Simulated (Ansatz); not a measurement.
SnO2 under changes of volume

One of the cells (14.496 Å³/atom); the others are scaled copies at fixed shape and fractional positions:

```xyz
3
Lattice="1.6171 0.9336 4.8006 -1.6171 0.9336 4.8006 0.0000 -1.8673 4.8006" Properties=species:S:1:pos:R:3 pbc="T T T"
Sn    0.0000    0.0000    7.2009
O     0.0000    0.0000   10.9861
O     0.0000    0.0000    3.4157
```

Measurements of this composition are mostly on another form, of space group No. 136.

```yaml
Program: Ansatz 0.2.0
Functional: PBE
Potentials_or_basis: all-electron LAPW, scalar-relativistic
Cutoff: 382 eV (chosen from the basis error)
Basis_error_allowed: 0.001 eV/atom
k_mesh: 10 × 10 × 10
Occupations: fermi-dirac, width 0.05 eV
Spin: no spin polarisation
```

```csv
volume (Å³/atom),energy over the lowest point (meV/atom),pressure (GPa),gap on the mesh (eV),largest force (eV/Å)
13.626,?,?,?,?
13.916,8.77,5.7,2.21,0.313
14.206,1.54,2.4,2.07,0.078
14.496,0.00,-0.6,1.94,0.136
14.785,3.52,-3.2,1.82,0.332
15.075,11.53,-5.6,1.71,0.512
15.365,23.55,-7.7,1.59,0.676
```

**Question.** What does the run at 13.626 Å³/atom give?

**Answer.** Energy over the lowest point 22.37 meV/atom; pressure 9.4 GPa; gap on the mesh 2.36 eV; largest force 0.570 eV/Å.

Worked out: A Birch-Murnaghan fit of order 3 (a polynomial in V^(-2/3)) to the other rows has its minimum at 14.43 Å³/atom with B0 = V·E''(V) = 143 GPa and B' = 4.9 at fixed shape and positions, which overstates the stiffness. It gives 22.42 meV/atom at 13.626 Å³/atom, against the run's 22.37, and -dE/dV = 9.5 GPa, against 9.4. A straight line through the other rows of the gap, of slope -6.21 eV per unit of ln V, extrapolates to 2.33 eV, against the run's 2.36.

Energies are extrapolated to zero smearing.

Caveats: spin-orbit coupling is left out, which moves the levels of the heavy elements.

A mesh can miss the band edges.
